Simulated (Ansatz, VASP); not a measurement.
## One calculation of CuI, two programs

```
Cu I
1.0
     0.00000   -2.96958   -2.96958
    -2.96958   -2.96958    0.00000
    -2.96958    0.00000   -2.96958
Cu I
1 1
Direct
  0.00000 0.00000 0.00000
  0.75000 0.75000 0.75000
```

Alike in both runs: functional PBEsol; k mesh 8 × 8 × 8; occupations gaussian, width 0.02 eV; no spin polarisation.

Ansatz relaxed the structure, and its values are those at the end. VASP's run is a single point on that final structure, the one shown.

```csv
,VASP,Ansatz
version,VASP 6.6.1,Ansatz 0.2.0
potentials or method,"VASP PAW PBE potentials, release 64 (Cu, I)","scalar-relativistic, plane waves, PAW"
plane-wave cutoff (eV),520,420
valence electrons in the cell,18,36
```

```csv
,VASP,Ansatz,Ansatz less VASP
gap on the k mesh at the Fermi level (eV),1.20,1.17,-0.024
least direct gap on the mesh (eV),1.20,1.17,-0.024
pressure (GPa),0.1,0.0,-0.10
```

The two sets of potentials don't hold the same shells in valence.

Caveats: the PAW data sets were made with another functional, which shifts forces and pressure a little (VASP); spin-orbit coupling is left out, which moves the levels of the heavy elements. A hybrid or GW would open this gap; PBEsol tends to underestimate it.
